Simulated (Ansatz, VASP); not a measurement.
# Ga3As2P in two plane-wave programs

One calculation is typed for both programs; each brings its own data sets. How far apart do they land? The cell is taken from a series of runs on this material, whose earlier steps may have relaxed, scaled, displaced or heated it; both programs get it as it stands.

Main program and level: Ansatz 0.2.0; plane waves, with VASP 6.6.1 beside it; single point at PBEsol, spin-orbit coupling.

### 1. The structure

The cell holds 12 atoms: 6 Ga, 4 As and 2 P. Its edges and angles: a = 3.953 Å, b = 3.953 Å, c = 16.719 Å, α = 90.0°, β = 90.0°, γ = 90.0°. It derives from GaAs. The structure's axis is c.

Structure file:

```xyz
12
Lattice="3.9527 0.0000 0.0000 0.0000 3.9527 0.0000 0.0000 0.0000 16.7188" Properties=species:S:1:pos:R:3 pbc="T T T"
Ga    0.0000    0.0000    0.6610
Ga    1.9763    1.9763    3.5141
Ga    0.0000    0.0000    6.3703
Ga    1.9763    1.9763    9.2264
Ga    0.0000    0.0000   12.0795
Ga    1.9763    1.9763   14.7296
As    1.9763    0.0000    2.0885
As    0.0000    1.9763    4.9422
As    1.9763    0.0000    7.7983
As    0.0000    1.9763   10.6520
P     1.9763    0.0000   13.4040
P     0.0000    1.9763   16.0553
```

### 2. VASP: single point, PBEsol, spin-orbit coupling

A single point gives forces, pressure and levels at one fixed geometry, so differences don't come from the geometry; what else differs is listed under the comparison.

Lines of VASP's logs that name or quote its potential files are left out, and so is its time.

The input, INCAR:

```
SYSTEM = Ga3As2P
PREC = Accurate
ENCUT = 400
EDIFF = 1E-06
NELM = 200
ISMEAR = -1
SIGMA = 0.02
LREAL = .FALSE.
ALGO = Normal
GGA = PS
LNONCOLLINEAR = .TRUE.
MAGMOM = 0 0 0 0 0 0 0 0 0 0 0 0 0 0 0 0 0 0 0 0 0 0 0 0 0 0 0 0 0 0 0 0 0 0 0 0
NBANDS = 132
GGA_COMPAT = .FALSE.
LASPH = .TRUE.
LSORBIT = .TRUE.
LORBIT = 11
LWAVE = .FALSE.
LCHARG = .FALSE.
ISIF = 2
EFERMI = MIDGAP
KPAR = 2
```

The input, POSCAR:

```
Ga3As2P
1.0
    3.9526667531      0.0000000000      0.0000000000
    0.0000000000      3.9526667531      0.0000000000
    0.0000000000      0.0000000000     16.7187632196
Ga As P
6 4 2
Direct
    0.0000000000      0.0000000000      0.0395351085
    0.5000000000      0.5000000000      0.2101910291
    0.0000000000      0.0000000000      0.3810242830
    0.5000000000      0.5000000000      0.5518575369
    0.0000000000      0.0000000000      0.7225134576
    0.5000000000      0.5000000000      0.8810242830
    0.5000000000      0.0000000000      0.1249220022
    0.0000000000      0.5000000000      0.2956087314
    0.5000000000      0.0000000000      0.4664398347
    0.0000000000      0.5000000000      0.6371265638
    0.5000000000      0.0000000000      0.8017342396
    0.0000000000      0.5000000000      0.9603143264
```

The input, KPOINTS:

```
Automatic mesh
0
Gamma
6 6 2
0 0 0
```

The projector-augmented-wave data sets are Ga_d, As and P (PBE family, release 64).

On the command line:

```sh
$ mpirun -np 2 vasp_ncl
```

Numbers of over 12 decimals in the logs are rounded to 6 here.

The program printed:

```text
[banner, memory and clock lines left out]
running    2 mpi-ranks, on    1 nodes
 distrk:  each k-point on    1 cores,    2 groups
 distr:  one band on    1 cores,    1 groups

 POSCAR found type information on POSCAR GaAsP
 POSCAR found :  3 types and      12 ions
|                                                                             |
|               ----> ADVICE to this user running VASP <----                  |
|                                                                             |
|     You enforced a specific xc type in the INCAR file but a different       |
|     [... a line on the potential file left out ...]
|     I HOPE YOU KNOW WHAT YOU ARE DOING!                                     |
|                                                                             |

 LDA part: xc-table for (Slater+PW92), standard interpolation
 POSCAR, INCAR and KPOINTS ok, starting setup
 FFT: planning ... GRIDC
 FFT: planning ... GRID_SOFT
 FFT: planning ... GRID
 WAVECAR not read
 entering main loop
       N       E                     dE             d eps       ncg     rms          rms(c)
DAV:   1     0.109941085645E+04    0.10994E+04   -0.37946E+04  5464   0.203E+03
DAV:   2     0.184931994563E+03   -0.91448E+03   -0.88240E+03  5512   0.580E+02
DAV:   3    -0.347086462505E+02   -0.21964E+03   -0.20502E+03  6424   0.197E+02
DAV:   4    -0.559333779996E+02   -0.21225E+02   -0.20754E+02  6272   0.604E+01
DAV:   5    -0.575081336665E+02   -0.15748E+01   -0.15666E+01  7340   0.169E+01    0.849E+00
DAV:   6    -0.563541297933E+02    0.11540E+01   -0.22490E+00  7620   0.148E+01    0.476E+00
DAV:   7    -0.561705963062E+02    0.18353E+00   -0.12134E+00  6196   0.465E+00    0.131E+00
DAV:   8    -0.561627252176E+02    0.78711E-02   -0.25665E-01  6128   0.588E+00    0.391E-01
DAV:   9    -0.561648041852E+02   -0.20790E-02   -0.44356E-02  6560   0.251E+00    0.181E-01
DAV:  10    -0.561646185919E+02    0.18559E-03   -0.85771E-03  7132   0.950E-01    0.876E-02
DAV:  11    -0.561649398914E+02   -0.32130E-03   -0.21364E-03  6488   0.567E-01    0.449E-02
DAV:  12    -0.561650954371E+02   -0.15555E-03   -0.82178E-04  6636   0.256E-01    0.137E-02
DAV:  13    -0.561651071535E+02   -0.11716E-04   -0.13091E-04  6488   0.966E-02    0.780E-03
DAV:  14    -0.561651102105E+02   -0.30570E-05   -0.29205E-05  6508   0.102E-01    0.321E-03
DAV:  15    -0.561651116094E+02   -0.13988E-05   -0.12570E-05  6916   0.438E-02    0.168E-03
DAV:  16    -0.561651119061E+02   -0.29671E-06   -0.20128E-06  4416   0.136E-02
   1 F= -.56165112E+02 E0= -.56165112E+02  d E =-.221717E-09  mag=     0.0000    -0.0000     0.0000
```

Parts of OUTCAR (step 2):

```text
ion  position               nearest neighbor table
   1  0.000  0.000  0.040-  12 2.38  12 2.38   7 2.44   7 2.44
   2  0.500  0.500  0.210-   7 2.44   7 2.44   8 2.44   8 2.44
   3  0.000  0.000  0.381-   8 2.44   8 2.44   9 2.44   9 2.44
   4  0.500  0.500  0.552-  10 2.44  10 2.44   9 2.44   9 2.44
   5  0.000  0.000  0.723-  11 2.38  11 2.38  10 2.44  10 2.44
   6  0.500  0.500  0.881-  11 2.38  12 2.38  11 2.38  12 2.38
   7  0.500  0.000  0.125-   2 2.44   2 2.44   1 2.44   1 2.44
   8  0.000  0.500  0.296-   3 2.44   3 2.44   2 2.44   2 2.44
   9  0.500  0.000  0.466-   3 2.44   3 2.44   4 2.44   4 2.44
  10  0.000  0.500  0.637-   4 2.44   4 2.44   5 2.44   5 2.44
  11  0.500  0.000  0.802-   5 2.38   5 2.38   6 2.38   6 2.38
  12  0.000  0.500  0.960-   1 2.38   1 2.38   6 2.38   6 2.38

  LATTYP: Found a simple tetragonal cell.
 ALAT       =     3.9526667531
 C/A-ratio  =     4.2297426684

 Subroutine GETGRP returns: Found  8 space group operations
 (whereof  4 operations were pure point group operations)

The static configuration has the point symmetry C_2v.
 The point group associated with its full space group is D_2d.

 Found     20 irreducible k-points:

   k-points           NKPTS =     20   k-points in BZ     NKDIM =     20   number of bands    NBANDS=    132

   dimension x,y,z NGX =    28 NGY =   28 NGZ =  112
   dimension x,y,z NGXF=    56 NGYF=   56 NGZF=  224

   ENCUT  =  400.0 eV  29.40 Ry    5.42 a.u.   6.45  6.45 27.26*2*pi/ulx,y,z

   NELECT =     108.0000    total number of electrons

 k-points in reciprocal lattice and weights: Automatic mesh
   0.00000000  0.00000000  0.00000000       0.014
   0.16666667  0.00000000  0.00000000       0.056
   0.33333333  0.00000000  0.00000000       0.056
   0.50000000  0.00000000  0.00000000       0.028
   0.16666667  0.16666667  0.00000000       0.056
   0.33333333  0.16666667  0.00000000       0.111
   0.50000000  0.16666667  0.00000000       0.056
   0.33333333  0.33333333  0.00000000       0.056
   0.50000000  0.33333333  0.00000000       0.056
[...]
0.50000000  0.33333333  0.50000000       0.056
   0.50000000  0.50000000  0.50000000       0.014

 average (electrostatic) potential at core
       1 -65.9060       2 -65.8727       3 -65.8708       4 -65.8727       5 -65.9060
       6 -65.9352       7 -49.8343       8 -49.8418       9 -49.8418      10 -49.8342
      11 -84.1561      12 -84.1561

 E-fermi :   4.5552

 k-point     1 :       0.0000    0.0000    0.0000
  band No.  band energies     occupation
    ...
    104       3.9021      1.00000
    105       4.1527      1.00000
    106       4.1527      1.00000
    107       4.1852      1.00000
    108       4.1852      1.00000
    109       4.9252      0.00000
    110       4.9252      0.00000
    111       5.3021      0.00000
    112       5.3021      0.00000
    113       5.3626      0.00000
    ...

 k-point     2 :       0.1667    0.0000    0.0000
  band No.  band energies     occupation
    ...
    104       3.2766      1.00000
    105       3.3557      1.00000
    106       3.3715      1.00000
    107       3.9960      1.00000
    108       3.9976      1.00000
    109       5.6267      0.00000
    110       5.6271      0.00000
    111       6.0838      0.00000
    112       6.0872      0.00000
    113       6.1929      0.00000
    ...

 k-point     3 :       0.3333    0.0000    0.0000
  band No.  band energies     occupation
    ...
    104       3.1667      1.00000
    105       3.2937      1.00000
    106       3.3015      1.00000
    107       3.6226      1.00000
    108       3.6239      1.00000
    109       5.3888      0.00000
    110       5.3895      0.00000
    111       5.4208      0.00000
    112       5.4211      0.00000
    113       6.1355      0.00000
    ...

  Total       -0.1689885     -0.1689885     -0.1465042      0.0000000      0.0000000      0.0000000
  in kB       -1.0365329     -1.0365329     -0.8986200      0.0000000      0.0000000      0.0000000
  external PRESSURE =      -0.9905619 kB  Pullay stress =       0.0000000 kB

  energy-cutoff  :      400.00
  volume of cell :      261.21
      direct lattice vectors                 reciprocal lattice vectors
     3.952666753  0.000000000  0.000000000     0.252993754  0.000000000  0.000000000
     0.000000000  3.952666753  0.000000000     0.000000000  0.252993754  0.000000000
     0.000000000  0.000000000 16.718763220     0.000000000  0.000000000  0.059813037

 POSITION                                       TOTAL-FORCE (eV/Angst)
 -----------------------------------------------------------------------------------
      0.00000      0.00000      0.66098         0.000000      0.000000     -0.015350
      1.97633      1.97633      3.51413         0.000000      0.000000      0.000179
      0.00000      0.00000      6.37025         0.000000      0.000000      0.000000
      1.97633      1.97633      9.22638         0.000000      0.000000     -0.000179
      0.00000      0.00000     12.07953         0.000000      0.000000      0.015350
      1.97633      1.97633     14.72964         0.000000      0.000000      0.000000
      1.97633      0.00000      2.08854         0.000000      0.000000     -0.000539
      0.00000      1.97633      4.94221         0.000000      0.000000      0.000510
      1.97633      0.00000      7.79830         0.000000      0.000000     -0.000510
      0.00000      1.97633     10.65197         0.000000      0.000000      0.000539
      1.97633      0.00000     13.40400         0.000000      0.000000      0.001032
      0.00000      1.97633     16.05527         0.000000      0.000000     -0.001032
 -----------------------------------------------------------------------------------
    total drift:                                0.000000      0.000000     -0.000164

  FREE ENERGIE OF THE ION-ELECTRON SYSTEM (eV)
  ---------------------------------------------------
  free  energy   TOTEN  =       -56.1651119061 eV

  energy  without entropy=      -56.1651119059  energy(sigma->0) =      -56.16511191

 Spin-Orbit-Coupling matrix elements
 Ion:    1  E_soc:     -0.0118608
 Ion:    2  E_soc:     -0.0120973
 Ion:    3  E_soc:     -0.0120977
 Ion:    4  E_soc:     -0.0120973
 Ion:    5  E_soc:     -0.0118608
 Ion:    6  E_soc:     -0.0116261
 Ion:    7  E_soc:     -0.0237018
 Ion:    8  E_soc:     -0.0237805
 Ion:    9  E_soc:     -0.0237805
 Ion:   10  E_soc:     -0.0237018
 Ion:   11  E_soc:     -0.0009124
 Ion:   12  E_soc:     -0.0009124

 total charge
# of ion       s       p       d       tot
------------------------------------------
    1        0.872   0.822  10.002  11.697
    2        0.882   0.817   9.997  11.696
    3        0.883   0.816   9.996  11.695
    4        0.882   0.817   9.997  11.696
    5        0.872   0.822  10.002  11.697
    6        0.864   0.826  10.007  11.697
    7        1.209   1.605   0.032   2.846
    8        1.210   1.602   0.032   2.844
    9        1.210   1.602   0.032   2.844
   10        1.209   1.605   0.032   2.846
   11        1.021   1.489   0.000   2.510
   12        1.021   1.489   0.000   2.510
--------------------------------------------------
tot         12.136  14.313  60.128  86.578

 magnetization (x)
# of ion       s       p       d       tot
------------------------------------------
    1        0.000   0.000   0.000   0.000
    2        0.000   0.000   0.000   0.000
    3        0.000   0.000   0.000   0.000
    4        0.000   0.000   0.000   0.000
    5        0.000   0.000   0.000   0.000
    6        0.000   0.000   0.000   0.000
    7        0.000   0.000   0.000   0.000
    8        0.000   0.000   0.000   0.000
    9        0.000   0.000   0.000   0.000
   10        0.000   0.000   0.000   0.000
   11        0.000   0.000   0.000   0.000
   12        0.000   0.000   0.000   0.000
--------------------------------------------------
tot          0.000   0.000   0.000   0.000

 magnetization (y)
# of ion       s       p       d       tot
------------------------------------------
    1        0.000   0.000   0.000   0.000
    2        0.000   0.000   0.000   0.000
    3        0.000   0.000   0.000   0.000
    4        0.000   0.000   0.000   0.000
    5        0.000   0.000   0.000   0.000
    6        0.000   0.000   0.000   0.000
    7        0.000   0.000   0.000   0.000
    8        0.000   0.000   0.000   0.000
    9        0.000   0.000   0.000   0.000
   10        0.000   0.000   0.000   0.000
   11        0.000   0.000   0.000   0.000
   12        0.000   0.000   0.000   0.000
--------------------------------------------------
tot          0.000   0.000   0.000   0.000

 magnetization (z)
# of ion       s       p       d       tot
------------------------------------------
    1        0.000   0.000   0.000   0.000
    2        0.000   0.000   0.000   0.000
    3        0.000   0.000   0.000   0.000
    4        0.000   0.000   0.000   0.000
    5        0.000   0.000   0.000   0.000
    6        0.000   0.000   0.000   0.000
    7        0.000   0.000   0.000   0.000
    8        0.000   0.000   0.000   0.000
    9        0.000   0.000   0.000   0.000
   10        0.000   0.000   0.000   0.000
   11        0.000   0.000   0.000   0.000
   12        0.000   0.000   0.000   0.000
--------------------------------------------------
tot          0.000   0.000   0.000   0.000

[... 3 further parts left out ...]
```

The run ends at a pressure of -0.10 GPa, with forces up to 0.015 eV/Å.

[end of part 1 of 2]

[Lines on the potential files, build, host, timing and source positions are cut from VASP's logs without a mark.]

[Logs are printed without paths, hosts, clocks, repeated set-up lines and the standing remarks that a program may print on its own settings, such as how far it seeks lower states.]

[Hosts, paths, dates, database ids (printed as entryN), source tags and the programs' standing remarks are cut or masked in the printed files.]
